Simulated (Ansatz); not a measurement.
**Si: computed properties**

Level of theory: DFT PBE, scalar-relativistic, plane waves, PAW (Ansatz).

Settings: cutoff 420 eV, Γ-centred mesh 12×12×6 on the computed 4-atom cell, Gaussian smearing of 0.02 eV; no spin polarisation.

The structure is relaxed at this level of theory with its symmetry kept. This form isn't the element's structure at ambient conditions.

```
Si
1.0
     3.85128    0.00000    0.00000
    -1.92564    3.33531    0.00000
     0.00000    0.00000    6.36502
Si
4
Direct
  0.33333 0.66667 0.06293
  0.66667 0.33333 0.56293
  0.33333 0.66667 0.43707
  0.66667 0.33333 0.93707
```

| Quantity | Value |
| --- | --- |
| Space group | P6_3/mmc (No. 194) |
| Volume per atom | 20.44 Å³ |
| Formation energy from the elements' standard states (uncorrected) | +0.010 eV/atom |
| Kohn–Sham band gap | 0.45 eV, indirect from Γ to M |
| Löwdin character of the top 1 eV of the valence band | Si 3p 97 % |
| Löwdin character of the lowest 1 eV of the conduction band | Si 3p 54 %, Si 3s 32 %, unprojected 14 % |
| Electron masses at the edge by Cartesian direction of the standard setting (m_e; degenerate bands sorted by energy; no spin-orbit coupling) | x: 0.11; y: 1.1; z: 1.1 |
| Hole masses at the edge by Cartesian direction of the standard setting (m_e; degenerate bands sorted by energy; no spin-orbit coupling) | x: 0.58, 0.12; y: 0.58, 0.12; z: 0.57, 0.57 |
| Bulk modulus | 88 GPa |
| Its pressure derivative | 4.3 |
| Electronic dielectric constant xx, yy, zz of the standard setting (independent particles) | 13.3, 13.3, 14.3 |
| Bader charges (e) | Si (4 in the cell) 0.00 |